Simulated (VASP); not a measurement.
# TePb (Fm-3m) in VASP: notebook

The runs below take TePb through single point, with PBE.

Program: VASP 6.6.1. These are calculated values, not measurements. Logs are shortened: lines on timing, memory, paths and dates and some standing lists are left out, and cuts for length are marked.

## Step 1: The structure

It takes space group Fm-3m (No. 225, cubic). Conventional cell: a = 6.462 Å, b = 6.462 Å, c = 6.462 Å, α = 90.00°, β = 90.00°, γ = 90.00°. Pb (site symmetry m-3m) has 6 Te at 3.23 Å as nearest neighbours. Te (site symmetry m-3m) is surrounded by 6 Pb at 3.23 Å.

## Step 2: Single point, PBE

Input file INCAR:

```
SYSTEM = TePb
ADDGRID = .False.
ALGO = Normal
EDIFF = 1E-7
ENCUT = 460
GGA = PE
ISIF = 2
ISMEAR = 0
LASPH = .True.
LCHARG = .False.
LREAL = .False.
LWAVE = .False.
NELM = 100
PREC = Accurate
SIGMA = 0.5
```

Input file KPOINTS:

```
k-points
0
Gamma
  5 5 5
  0 0 0
```

Input file POSCAR:

```
TePb
1.0
    0.0000000000      3.2310000000      3.2310000000
    3.2310000000      0.0000000000      3.2310000000
    3.2310000000      3.2310000000      0.0000000000
Pb Te
1 1
Direct
   -0.0068530000      0.0005720000     -0.0056850000
    0.5279490000      0.4690950000      0.5208160000
```

Potentials or basis: VASP PAW PBE potentials, release 64 (Pb_d, Te).

The run is started by

```sh
> cat potpaw_PBE.64/Pb_d/POTCAR potpaw_PBE.64/Te/POTCAR > POTCAR
> mpirun -np 1 vasp_std > vasp.out
```

OUTCAR:

```text
SYSTEM = TePb
   EDIFF = 1E-7
   ENCUT = 460
   GGA = PE
   ISIF = 2
   ISMEAR = 0
   LASPH = .True.
   LREAL = .False.
   NELM = 100
   PREC = Accurate

 Found     63 irreducible k-points:

 Following reciprocal coordinates:
            Coordinates               Weight
  0.000000  0.000000  0.000000      1.000000
  0.200000  0.000000  0.000000      2.000000
  0.000000  0.200000  0.000000      2.000000
  0.000000  0.000000  0.200000      2.000000
  0.200000  0.200000  0.200000      2.000000
  0.400000  0.000000  0.000000      2.000000
   k-points           NKPTS =     63   k-points in BZ     NKDIM =     63   number of bands    NBANDS=     14
   number of dos      NEDOS =    301   number of ions     NIONS =      2
   total plane-waves  NPLWV =  32768
   dimension x,y,z NGX =    32 NGY =   32 NGZ =   32
   dimension x,y,z NGXF=    64 NGYF=   64 NGZF=   64
   ions per type =               1   1
   NGX,Y,Z   is equivalent  to a cutoff of  11.64, 11.64, 11.64 a.u.
   NGXF,Y,Z  is equivalent  to a cutoff of  23.29, 23.29, 23.29 a.u.
 SYSTEM =  TePb
   PREC   = accura    normal or accurate (medium, high low for compatibility)
   ISTART =      0    job   : 0-new  1-cont  2-samecut
   ICHARG =      2    charge: 1-file 2-atom 10-const
   ISPIN  =      1    spin polarized calculation?
   LNONCOLLINEAR =      F non collinear calculations
   LSORBIT =      F    spin-orbit coupling
   LASPH  =      T    aspherical Exc in radial PAW
   ENCUT  =  460.0 eV  33.81 Ry    5.81 a.u.   7.99  7.99  7.99*2*pi/ulx,y,z
   NELM   =    100;   NELMIN=  2; NELMDL= -5     # of ELM steps
   EDIFF  = 0.1E-06   stopping-criterion for ELM
   LREAL  =      F    real-space projection
   EDIFFG = 0.1E-05   stopping-criterion for IOM
   NSW    =      0    number of steps for IOM
   IBRION =     -1    ionic relax: 0-MD 1-quasi-New 2-CG
   NFREE  =      0    steps in history (QN), initial steepest desc. (CG)
   ISIF   =      2    stress and relaxation
   ISYM   =      2    0-nonsym 1-usesym 2-fastsym
   POTIM  = 0.5000    time-step for ionic-motion
   TEBEG  =    0.0;   TEEND  =   0.0 temperature during run
   PSTRESS=    0.0 pullay stress
   NELECT =      20.0000    total number of electrons
   NUPDOWN=      -1.0000    fix difference up-down
   EMIN   =  10.00;   EMAX   =-10.00  energy-range for DOS
   EFERMI =   0.00;   METHOD = LEGACY
   ISMEAR =     0;   SIGMA  =   0.50  broadening in eV -4-tet -1-fermi 0-gaus
   EFERMI_NEDOS =   21; number of points for ismear=-14 and -15
   IALGO  =     38    algorithm
   IMIX   =      4    mixing-type and parameters
     AMIX     =   0.40;   BMIX     =  1.00
     AMIX_MAG =   1.60;   BMIX_MAG =  1.00
  volume/ion in A,a.u.               =      33.73       227.62
  Fermi-wavevector in a.u.,A,eV,Ry     =   1.091619  2.062861 16.213147  1.191633
  Thomas-Fermi vector in A             =   2.227868
   LORBIT       =      0    0 simple, 1 ext, 2 COOP (PROOUT), +10 PAW based schemes
   GGA     = PE    functional components
   LHFCALC =     F    Hartree Fock is set to
   AEXX    =    0.0000 exact exchange contribution
   IVDW    =     0    specifies the selected vdW correction
   LEPSILON=     F    determine dielectric tensor
   LRPA    =     F    only Hartree local field effects (RPA)
 non-spin polarized calculation
 Gauss-broadening in eV      SIGMA  =   0.50
  energy-cutoff  :      460.00
  volume of cell :       67.46
 maximum number of plane-waves:      1524
   NGX = 15   NGY = 15   NGZ = 15

 number of electron      20.0000001 magnetization

 Free energy of the ion-electron system (eV)
  ---------------------------------------------------
  ext. energy  EPLUGINS =         0.00000000
  ---------------------------------------------------
  free energy    TOTEN  =        -7.49151177 eV

  energy without entropy =       -7.47865375  energy(sigma->0) =       -7.48508276

 E-fermi :   6.1306     XC(G=0):  -9.2946

 val. band max:        5.4853114751   @ k =   0.2000   0.0000  -0.2000
 cond. band min:       6.7210442560   @ k =   0.0000   0.0000   0.4000
 fundamental gap:      1.2357327809
 Fermi energy:         6.1305613604

 k-point     1 :       0.0000    0.0000    0.0000
  band No.  band energies     occupation
      1     -11.0727      2.00000
      2     -11.0724      2.00000
      3     -11.0633      2.00000
      4     -11.0579      2.00000
      5     -11.0579      2.00000
      6      -6.4376      2.00000
      7       0.0618      2.00000
      8       4.2067      2.00000
      9       4.3005      2.00000
     10       4.3022      2.00000
     11       9.4992      0.00000
     12       9.5022      0.00000
     13       9.7744      0.00000
     14      11.4226      0.00000

 k-point     2 :       0.2000    0.0000    0.0000
  band No.  band energies     occupation
      1     -11.0780      2.00000
      2     -11.0768      2.00000
      3     -11.0606      2.00000
      4     -11.0543      2.00000
      5     -11.0524      2.00000
      6      -6.1025      2.00000
      7      -0.9319      2.00000
      8       4.3004      2.00000
      9       4.3920      2.00000
     10       4.7884      1.99985
     11       8.1495      0.00000
     12       8.4274      0.00000
     13       8.6216      0.00000
     14      11.3452      0.00000

 k-point     3 :       0.0000    0.2000    0.0000
  band No.  band energies     occupation
      1     -11.0781      2.00000
      2     -11.0768      2.00000
      3     -11.0604      2.00000
      4     -11.0544      2.00000
      5     -11.0524      2.00000
      6      -6.1015      2.00000
      7      -0.9356      2.00000
      8       4.3037      2.00000
      9       4.3915      2.00000
     10       4.7878      1.99985
     11       8.1479      0.00000
     12       8.4327      0.00000
     13       8.6263      0.00000
     14      11.3409      0.00000

 k-point     4 :       0.0000    0.0000    0.2000
  band No.  band energies     occupation
      1     -11.0783      2.00000
      2     -11.0768      2.00000
      3     -11.0602      2.00000
      4     -11.0545      2.00000
      5     -11.0524      2.00000
      6      -6.1002      2.00000
      7      -0.9404      2.00000
      8       4.3104      2.00000
      9       4.3884      2.00000
     10       4.7871      1.99986
     11       8.1467      0.00000
     12       8.4386      0.00000
     13       8.6327      0.00000
     14      11.3353      0.00000

 k-point     5 :       0.2000    0.2000    0.2000
  band No.  band energies     occupation
      1     -11.0782      2.00000
      2     -11.0768      2.00000
      3     -11.0603      2.00000
      4     -11.0544      2.00000
      5     -11.0524      2.00000
      6      -6.1011      2.00000
      7      -0.9373      2.00000
      8       4.3057      2.00000
      9       4.3908      2.00000
     10       4.7875      1.99985
     11       8.1474      0.00000
     12       8.4349      0.00000
     13       8.6285      0.00000
     14      11.3390      0.00000

 k-point     6 :       0.4000    0.0000    0.0000
  band No.  band energies     occupation
      1     -11.0875      2.00000
      2     -11.0851      2.00000
      3     -11.0586      2.00000
      4     -11.0451      2.00000
      5     -11.0423      2.00000
      6      -5.2748      2.00000
      7      -2.5492      2.00000
      8       4.5103      2.00000
      9       4.6417      1.99997
     10       5.3835      1.96539
     11       6.7395      0.08503
     12       7.1315      0.00464
     13       7.3056      0.00089
     14      12.9153      0.00000

 [... further k-points ...]

------------------------ aborting loop because EDIFF is reached ----------------------------------------

  FORCE on cell =-STRESS in cart. coord.  units (eV):
  Direction    XX          YY          ZZ          XY          YZ          ZX
  --------------------------------------------------------------------------------------
  -------------------------------------------------------------------------------------
  Total        0.8604361      1.5211005      0.8580714     -0.0061751      0.0041599     -0.0004221
  in kB       20.4356450     36.1266446     20.3794808     -0.1466600      0.0987984     -0.0100257
  external PRESSURE =      25.6472568 kB  Pullay stress =       0.0000000 kB

 VOLUME and BASIS-vectors are now :
 -----------------------------------------------------------------------------
  energy-cutoff  :      460.00
  volume of cell :       67.46
      direct lattice vectors                 reciprocal lattice vectors
     0.000000000  3.231000000  3.231000000    -0.154750851  0.154750851  0.154750851
     3.231000000  0.000000000  3.231000000     0.154750851 -0.154750851  0.154750851
     3.231000000  3.231000000  0.000000000     0.154750851  0.154750851 -0.154750851

 POSITION                                       TOTAL-FORCE (eV/Angst)
 -----------------------------------------------------------------------------------
      3.21448      6.42149      3.21071        -0.011080      0.206508      0.007435
      3.19840      3.38856      3.22145         0.011080     -0.206508     -0.007435
 -----------------------------------------------------------------------------------
    total drift:                                0.000034     -0.000047      0.000090

  FREE ENERGIE OF THE ION-ELECTRON SYSTEM (eV)
  ---------------------------------------------------
  free  energy   TOTEN  =        -7.4915117749 eV

  energy  without entropy=       -7.4786537497  energy(sigma->0) =       -7.48508276
```

It took 39 s on 1 thread of Intel Xeon Platinum 8488C (Sapphire Rapids), shared host; peak memory 0.21 GiB.

These settings aren't checked as converged: the numbers below hold their error.

What came out:

| Quantity | Value |
| --- | --- |
| Free energy | -7.4915 eV |
| Pressure | 2.6 GPa |
| Largest force | 0.207 eV/Å |
| Band gap on the k mesh | 1.24 eV, indirect (least direct gap 1.31 eV) |

Caveat: spin-orbit coupling is left out, which as a rule narrows the gap of such compounds by several tenths of an eV; an odd mesh through Γ misses points on the zone boundary, where band edges often lie.

## Step 3: Single point, PBE

INCAR, as its differences from that of step 2:

```diff
@@ -14,2 +14,2 @@
 PREC = Accurate
-SIGMA = 0.5
+SIGMA = 0.2
```

KPOINTS is that of step 2.

Input file POSCAR:

```
TePb
1.0
    0.0000000000      3.2310000000      3.2310000000
    3.2310000000      0.0000000000      3.2310000000
    3.2310000000      3.2310000000      0.0000000000
Pb Te
1 1
Direct
    0.0000000000      0.0000000000      0.0000000000
    0.5000000000      0.5000000000      0.5000000000
```

Potentials or basis: VASP PAW PBE potentials, release 64 (Pb_d, Te).

The run is started by

```sh
> cat potpaw_PBE.64/Pb_d/POTCAR potpaw_PBE.64/Te/POTCAR > POTCAR
> mpirun -np 1 vasp_std > vasp.out
```

OUTCAR:

```text
SYSTEM = TePb
   EDIFF = 1E-7
   ENCUT = 460
   GGA = PE
   ISIF = 2
   ISMEAR = 0
   LASPH = .True.
   LREAL = .False.
   NELM = 100
   PREC = Accurate

 Found     10 irreducible k-points:

 Following reciprocal coordinates:
            Coordinates               Weight
  0.000000  0.000000  0.000000      1.000000
  0.200000  0.000000  0.000000      8.000000
  0.400000  0.000000  0.000000      8.000000
  0.200000  0.200000  0.000000      6.000000
  0.400000  0.200000  0.000000     24.000000
 -0.400000  0.200000  0.000000     24.000000
   k-points           NKPTS =     10   k-points in BZ     NKDIM =     10   number of bands    NBANDS=     14
   number of dos      NEDOS =    301   number of ions     NIONS =      2
   total plane-waves  NPLWV =  32768
   dimension x,y,z NGX =    32 NGY =   32 NGZ =   32
   dimension x,y,z NGXF=    64 NGYF=   64 NGZF=   64
   ions per type =               1   1
   NGX,Y,Z   is equivalent  to a cutoff of  11.64, 11.64, 11.64 a.u.
   NGXF,Y,Z  is equivalent  to a cutoff of  23.29, 23.29, 23.29 a.u.
 SYSTEM =  TePb
   PREC   = accura    normal or accurate (medium, high low for compatibility)
   ISTART =      0    job   : 0-new  1-cont  2-samecut
   ICHARG =      2    charge: 1-file 2-atom 10-const
   ISPIN  =      1    spin polarized calculation?
   LNONCOLLINEAR =      F non collinear calculations
   LSORBIT =      F    spin-orbit coupling
   LASPH  =      T    aspherical Exc in radial PAW
[... 71 lines left out ...]
     12       9.7018      0.00000
     13       9.7018      0.00000
     14      11.4196      0.00000
[... 71 lines left out ...]
      1     -11.1256      2.00000
      2     -11.1088      2.00000
      3     -11.0843      2.00000
      4     -11.0769      2.00000
      5     -11.0723      2.00000
      6      -4.8178      2.00000
      7      -2.7198      2.00000
      8       2.6701      2.00000
      9       4.1267      2.00000
     10       4.5066      2.00000
     11       7.7061      0.00000
     12       7.8407      0.00000
     13       9.7989      0.00000
     14      12.6559      0.00000

 [... further k-points ...]

------------------------ aborting loop because EDIFF is reached ----------------------------------------

  FORCE on cell =-STRESS in cart. coord.  units (eV):
  Direction    XX          YY          ZZ          XY          YZ          ZX
  --------------------------------------------------------------------------------------
  -------------------------------------------------------------------------------------
  Total        0.8936255      0.8936255      0.8936255      0.0000000      0.0000000     -0.0000000
  in kB       21.2239046     21.2239046     21.2239046      0.0000000      0.0000000     -0.0000000
  external PRESSURE =      21.2239046 kB  Pullay stress =       0.0000000 kB

 VOLUME and BASIS-vectors are now :
 -----------------------------------------------------------------------------
  energy-cutoff  :      460.00
  volume of cell :       67.46
      direct lattice vectors                 reciprocal lattice vectors
     0.000000000  3.231000000  3.231000000    -0.154750851  0.154750851  0.154750851
     3.231000000  0.000000000  3.231000000     0.154750851 -0.154750851  0.154750851
     3.231000000  3.231000000  0.000000000     0.154750851  0.154750851 -0.154750851

 POSITION                                       TOTAL-FORCE (eV/Angst)
 -----------------------------------------------------------------------------------
      0.00000      0.00000      0.00000         0.000000     -0.000000      0.000000
      3.23100      3.23100      3.23100        -0.000000      0.000000     -0.000000
 -----------------------------------------------------------------------------------
    total drift:                                0.000000     -0.000000     -0.000000

  FREE ENERGIE OF THE ION-ELECTRON SYSTEM (eV)
  ---------------------------------------------------
  free  energy   TOTEN  =        -7.5030168557 eV

  energy  without entropy=       -7.5030145515  energy(sigma->0) =       -7.50301570
```

Wall time 9.5 s (1 thread of Intel Xeon Platinum 8488C (Sapphire Rapids), shared host); peak memory 0.17 GiB.

The run converged, but some of its settings lie outside the range that counts as converged, so its numbers aren't taken as properties of the crystal.

Results:

- Free energy: -7.5030 eV
- Pressure: 2.1 GPa

Caveat: this odd mesh misses L, where the gap lies, so gap, dielectric constants and Born charges aren't listed.

## Step 4: Single point, PBE

INCAR is that of step 3.

KPOINTS is that of step 3.

Input file POSCAR:

```
TePb
1.0
    0.0000000000      3.2310000000      3.2310000000
    3.2310000000      0.0000000000      3.2310000000
    3.2310000000      3.2310000000      0.0000000000
Pb Te
1 1
Direct
   -0.0068530000      0.0005720000     -0.0056850000
    0.5279490000      0.4690950000      0.5208160000
```

The run is started by

```sh
> cat potpaw_PBE.64/Pb_d/POTCAR potpaw_PBE.64/Te/POTCAR > POTCAR
> mpirun -np 1 vasp_std > vasp.out
```

It took 42 s on 1 thread of Intel Xeon Platinum 8488C (Sapphire Rapids), shared host; peak memory 0.2 GiB.

The run converged, but some of its settings lie outside the range that counts as converged, so its numbers aren't taken as properties of the crystal.

What came out:

- Free energy: -7.4894 eV
- Pressure: 2.6 GPa
- Largest force: 0.201 eV/Å
- Band gap on the k mesh: 1.23 eV, indirect (least direct gap 1.31 eV)

Caveat: spin-orbit coupling is left out, which as a rule narrows the gap of such compounds by several tenths of an eV; an odd mesh through Γ misses points on the zone boundary, where band edges often lie.

## Step 5: Single point, PBE

INCAR, as its differences from that of step 4:

```diff
@@ -14,2 +14,2 @@
 PREC = Accurate
-SIGMA = 0.2
+SIGMA = 0.1
```

KPOINTS is that of step 4.

Input file POSCAR:

```
TePb
1.0
    0.0000000000      3.2310000000      3.2310000000
    3.2310000000      0.0000000000      3.2310000000
    3.2310000000      3.2310000000      0.0000000000
Pb Te
1 1
Direct
    0.0000000000      0.0000000000      0.0000000000
    0.5000000000      0.5000000000      0.5000000000
```

Potentials or basis: VASP PAW PBE potentials, release 64 (Pb_d, Te).

The run is started by

```sh
> cat potpaw_PBE.64/Pb_d/POTCAR potpaw_PBE.64/Te/POTCAR > POTCAR
> mpirun -np 1 vasp_std > vasp.out
```

OUTCAR:

```text
SYSTEM = TePb
   EDIFF = 1E-7
   ENCUT = 460
   GGA = PE
   ISIF = 2
   ISMEAR = 0
   LASPH = .True.
   LREAL = .False.
   NELM = 100
   PREC = Accurate

 Found     10 irreducible k-points:

 Following reciprocal coordinates:
            Coordinates               Weight
  0.000000  0.000000  0.000000      1.000000
  0.200000  0.000000  0.000000      8.000000
  0.400000  0.000000  0.000000      8.000000
  0.200000  0.200000  0.000000      6.000000
  0.400000  0.200000  0.000000     24.000000
[... 179 lines left out ...]
------------------------ aborting loop because EDIFF is reached ----------------------------------------

  FORCE on cell =-STRESS in cart. coord.  units (eV):
  Direction    XX          YY          ZZ          XY          YZ          ZX
  --------------------------------------------------------------------------------------
  -------------------------------------------------------------------------------------
  Total        0.8936271      0.8936271      0.8936271      0.0000000      0.0000000      0.0000000
  in kB       21.2239425     21.2239425     21.2239425      0.0000000      0.0000000      0.0000000
  external PRESSURE =      21.2239425 kB  Pullay stress =       0.0000000 kB

 VOLUME and BASIS-vectors are now :
 -----------------------------------------------------------------------------
  energy-cutoff  :      460.00
  volume of cell :       67.46
      direct lattice vectors                 reciprocal lattice vectors
     0.000000000  3.231000000  3.231000000    -0.154750851  0.154750851  0.154750851
     3.231000000  0.000000000  3.231000000     0.154750851 -0.154750851  0.154750851
     3.231000000  3.231000000  0.000000000     0.154750851  0.154750851 -0.154750851

 POSITION                                       TOTAL-FORCE (eV/Angst)
 -----------------------------------------------------------------------------------
      0.00000      0.00000      0.00000        -0.000000      0.000000      0.000000
      3.23100      3.23100      3.23100         0.000000     -0.000000     -0.000000
 -----------------------------------------------------------------------------------
    total drift:                                0.000000     -0.000000     -0.000000

  FREE ENERGIE OF THE ION-ELECTRON SYSTEM (eV)
  ---------------------------------------------------
  free  energy   TOTEN  =        -7.5030167468 eV

  energy  without entropy=       -7.5030167468  energy(sigma->0) =       -7.50301675
```

Run time: 9.7 s. Hardware: 1 thread of Intel Xeon Platinum 8488C (Sapphire Rapids), shared host; peak memory 0.17 GiB.

These settings aren't checked as converged: the numbers below hold their error.

What came out:

- Free energy: -7.5030 eV
- Pressure: 2.1 GPa

Caveat: this odd mesh misses L, where the gap lies, so gap, dielectric constants and Born charges aren't listed.

## Step 6: The reference run

An earlier run on the cell as given: functional PBEsol; potentials or basis VASP PAW PBE potentials, release 64 (Pb_d, Te); cutoff 520 eV; k mesh 7 × 7 × 7; occupations fermi-dirac, width 0.05 eV; no spin polarisation.

* Pressure: -0.4 GPa
